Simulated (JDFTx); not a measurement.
A run of JDFTx 1.7.0 (patched build) is set up as follows.

File bands.in:

```
lattice \
    8.6924327600     0.0000000000     0.0000000000 \
    0.0000000000     8.6924327600     0.0000000000 \
    0.0000000000     0.0000000000     5.5921031727
coords-type Cartesian
ion Ti     0.0000000000     0.0000000000     2.7960515863 1
ion Ti     4.3462163800     4.3462163800     0.0000000000 1
ion O      2.6452926115     2.6452926115     2.7960515863 1
ion O      1.7009237685     6.9915089915     0.0000000000 1
ion O      6.9915089915     1.7009237685     0.0000000000 1
ion O      6.0471401485     6.0471401485     2.7960515863 1

ion-species pseudo/Ti.upf
ion-species pseudo/O.upf
elec-cutoff 42 336
elec-ex-corr lda-PW
elec-smearing Fermi 0.0018374661
elec-n-bands 32
electronic-minimize nIterations 30 energyDiffThreshold 1e-06
davidson-band-ratio 1.3
forces-output-coords Cartesian
include path.kpoints
symmetries none
fix-electron-density run.$VAR

dump-name bands.$VAR
dump End Ecomponents EigStats BandEigs Kpoints Forces
```

Contents of path.kpoints:

```
kpoint +0.0000000000 +0.0000000000 +0.0000000000 0.020000000000
kpoint +0.0000000000 +0.1666666667 +0.0000000000 0.020000000000
kpoint +0.0000000000 +0.3333333333 +0.0000000000 0.020000000000
kpoint +0.0000000000 +0.5000000000 +0.0000000000 0.020000000000
kpoint +0.1666666667 +0.5000000000 +0.0000000000 0.020000000000
kpoint +0.3333333333 +0.5000000000 +0.0000000000 0.020000000000
kpoint +0.5000000000 +0.5000000000 +0.0000000000 0.020000000000
kpoint +0.4166666667 +0.4166666667 +0.0000000000 0.020000000000
kpoint +0.3333333333 +0.3333333333 +0.0000000000 0.020000000000
kpoint +0.2500000000 +0.2500000000 +0.0000000000 0.020000000000
kpoint +0.1666666667 +0.1666666667 +0.0000000000 0.020000000000
kpoint +0.0833333333 +0.0833333333 +0.0000000000 0.020000000000
kpoint +0.0000000000 +0.0000000000 +0.0000000000 0.020000000000
kpoint +0.0000000000 +0.0000000000 +0.0833333333 0.020000000000
kpoint +0.0000000000 +0.0000000000 +0.1666666667 0.020000000000
kpoint +0.0000000000 +0.0000000000 +0.2500000000 0.020000000000
kpoint +0.0000000000 +0.0000000000 +0.3333333333 0.020000000000
kpoint +0.0000000000 +0.0000000000 +0.4166666667 0.020000000000
kpoint +0.0000000000 +0.0000000000 +0.5000000000 0.020000000000
kpoint +0.0000000000 +0.1250000000 +0.5000000000 0.020000000000
kpoint +0.0000000000 +0.2500000000 +0.5000000000 0.020000000000
kpoint +0.0000000000 +0.3750000000 +0.5000000000 0.020000000000
kpoint +0.0000000000 +0.5000000000 +0.5000000000 0.020000000000
kpoint +0.1250000000 +0.5000000000 +0.5000000000 0.020000000000
kpoint +0.2500000000 +0.5000000000 +0.5000000000 0.020000000000
kpoint +0.3750000000 +0.5000000000 +0.5000000000 0.020000000000
kpoint +0.5000000000 +0.5000000000 +0.5000000000 0.020000000000
kpoint +0.4285714286 +0.4285714286 +0.5000000000 0.020000000000
kpoint +0.3571428571 +0.3571428571 +0.5000000000 0.020000000000
kpoint +0.2857142857 +0.2857142857 +0.5000000000 0.020000000000
kpoint +0.2142857143 +0.2142857143 +0.5000000000 0.020000000000
kpoint +0.1428571429 +0.1428571429 +0.5000000000 0.020000000000
kpoint +0.0714285714 +0.0714285714 +0.5000000000 0.020000000000
kpoint +0.0000000000 +0.0000000000 +0.5000000000 0.020000000000
kpoint +0.0000000000 +0.5000000000 +0.0000000000 0.020000000000
kpoint +0.0000000000 +0.5000000000 +0.0714285714 0.020000000000
kpoint +0.0000000000 +0.5000000000 +0.1428571429 0.020000000000
kpoint +0.0000000000 +0.5000000000 +0.2142857143 0.020000000000
kpoint +0.0000000000 +0.5000000000 +0.2857142857 0.020000000000
kpoint +0.0000000000 +0.5000000000 +0.3571428571 0.020000000000
kpoint +0.0000000000 +0.5000000000 +0.4285714286 0.020000000000
kpoint +0.0000000000 +0.5000000000 +0.5000000000 0.020000000000
kpoint +0.5000000000 +0.5000000000 +0.0000000000 0.020000000000
kpoint +0.5000000000 +0.5000000000 +0.0714285714 0.020000000000
kpoint +0.5000000000 +0.5000000000 +0.1428571429 0.020000000000
kpoint +0.5000000000 +0.5000000000 +0.2142857143 0.020000000000
kpoint +0.5000000000 +0.5000000000 +0.2857142857 0.020000000000
kpoint +0.5000000000 +0.5000000000 +0.3571428571 0.020000000000
kpoint +0.5000000000 +0.5000000000 +0.4285714286 0.020000000000
kpoint +0.5000000000 +0.5000000000 +0.5000000000 0.020000000000
```

Potentials or basis: PseudoDojo-SR-LDA-0.4.1-standard with smoothed tails.

Run with:

```console
$ jdftx -c 1 -i bands.in -o bands.out
```

Q: What does it give for the band gap along the path?

A: 1.80 eV, direct.

Levels at the corners of the path, in eV from the valence-band top:
| point | band 20 | band 21 | band 22 | band 23 | band 24 | band 25 | band 26 | band 27 | band 28 | band 29 |
| --- | --- | --- | --- | --- | --- | --- | --- | --- | --- | --- |
| Γ | -2.01 | -0.72 | -0.47 | -0.47 | 0.00 | 1.80 | 2.07 | 2.35 | 2.46 | 2.46 |
| X | -3.10 | -1.67 | -1.67 | -0.75 | -0.75 | 2.46 | 2.46 | 2.99 | 2.99 | 3.54 |
| M | -2.23 | -1.32 | -1.32 | -1.10 | -1.10 | 1.84 | 1.84 | 2.48 | 2.48 | 3.82 |
| Γ | -2.01 | -0.72 | -0.47 | -0.47 | 0.00 | 1.80 | 2.07 | 2.35 | 2.46 | 2.46 |
| Z | -2.79 | -2.43 | -2.43 | -1.44 | -1.44 | 2.95 | 2.95 | 3.14 | 3.14 | 3.64 |
| R | -2.42 | -2.07 | -2.07 | -1.05 | -1.05 | 1.84 | 1.84 | 3.17 | 3.17 | 3.90 |
| A | -2.76 | -1.31 | -1.31 | -0.68 | -0.68 | 2.55 | 2.55 | 3.16 | 3.16 | 3.19 |
| Z | -2.79 | -2.43 | -2.43 | -1.44 | -1.44 | 2.95 | 2.95 | 3.14 | 3.14 | 3.64 |
| X | -3.10 | -1.67 | -1.67 | -0.75 | -0.75 | 2.46 | 2.46 | 2.99 | 2.99 | 3.54 |
| R | -2.42 | -2.07 | -2.07 | -1.05 | -1.05 | 1.84 | 1.84 | 3.17 | 3.17 | 3.90 |
| M | -2.23 | -1.32 | -1.32 | -1.10 | -1.10 | 1.84 | 1.84 | 2.48 | 2.48 | 3.82 |
| A | -2.76 | -1.31 | -1.31 | -0.68 | -0.68 | 2.55 | 2.55 | 3.16 | 3.16 | 3.19 |

**Measured values to compare with.**

“Shallow Valence Band of Rutile GeO2 and P-type Doping”, 2020, arxiv:2011.08928 quotes, for a bulk crystal of TiO2 at 1.6 K: band gap 3.03 eV (direct).

Against the measured gap of TiO2, 3.03 eV (direct; 1.6 K; quoted in “Shallow Valence Band of Rutile GeO2 and P-type Doping”, 2020, arxiv:2011.08928), the calculated 1.80 eV is off by -1.23 eV. 2 values of this kind are on record in papers (3.03 to 3.05 eV); this one was drawn at random among those near their median. The value is that of LDA, without temperature or zero-point motion. Semilocal functionals fall short of measured gaps as a rule. The cell is a database's relaxed one, not the measured one, which moves gaps too.
